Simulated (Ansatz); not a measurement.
# CdSe: the cost of one run

Program: Ansatz 0.2.0. PAW datasets, plane waves. The values are computed, spin-unpolarised, and not measurements.

**1. Starting point**

The unstrained cell was relaxed with r2SCAN; in each strained cell the atoms were relaxed again with r2SCAN. Names of k-points are those of the unstrained zone, where strain can split equivalent points. First state: +2.0 % biaxial strain in x and y, free along z.

The symmetry is I-4m2 (No. 119, tetragonal); conventional cell a = 4.425 Å, c = 5.946 Å, 29.11 Å³ an atom. Near Cd stand 4 Se at 2.67 Å; near Se stand 4 Cd at 2.67 Å.

Coordinates:

```
Cd Se
1.0
     0.00000    3.12914    2.97322
     3.12914    0.00000    2.97322
     3.12914    3.12914    0.00000
Cd Se
1 1
Direct
  0.00000 0.00000 0.00000
  0.25000 0.25000 0.25000
```

From earlier runs on the unstrained cell: PBE 0.56 eV, r2SCAN 1.04 eV, HSE06 1.48 eV, r2SCAN+SOC 0.92 eV, G0W0 1.10 eV (on its mesh); a = 6.136 Å.

**2. +2.0 % biaxial strain in x and y, free along z: PBE**

input.yaml reads:

```yaml
crystal:
  lattice:
    - [0.0, 3.1291365847, 2.9732236555]
    - [3.1291365847, 0.0, 2.9732236555]
    - [3.1291365847, 3.1291365847, 0.0]
  atoms:
    - { symbol: Cd, position: [0.0, 0.0, 0.0] }
    - { symbol: Se, position: [0.25, 0.25, 0.25] }
kpoints:
  mp_grid: { grid: [8, 8, 8] }
  band_path:
    path:
      - [0.0, 0.0, 0.0]
      - [-0.5, -0.5, 0.0]
      - [-0.375, -0.375, 0.25]
      - [-0.375, 0.0, 0.375]
      - [0.0, 0.0, 0.5]
      - [-0.5, -0.25, 0.25]
    npoints: 1
hamiltonian:
  xc: pbe
scf:
  occupations: { method: fermi_dirac, width: 0.02 }
  n_extra_bands: 4
output:
  forces: true
  stress: true
  eigenvalues: true
  write_density: true
  write_potential: true
  elf: true
  volumetric_format: npy
```

Launch:

```
$ ansatz run input.yaml --threads 2 --pin off --max-ram 29491MiB --backend cpu --events-out ev --progress --plain --runs-dir out
```

Q: Estimate wall time and peak memory on 2 threads of AMD EPYC 7R13 (Zen 3), shared host.

About 2.8 s, with a peak of 0.54 GiB.
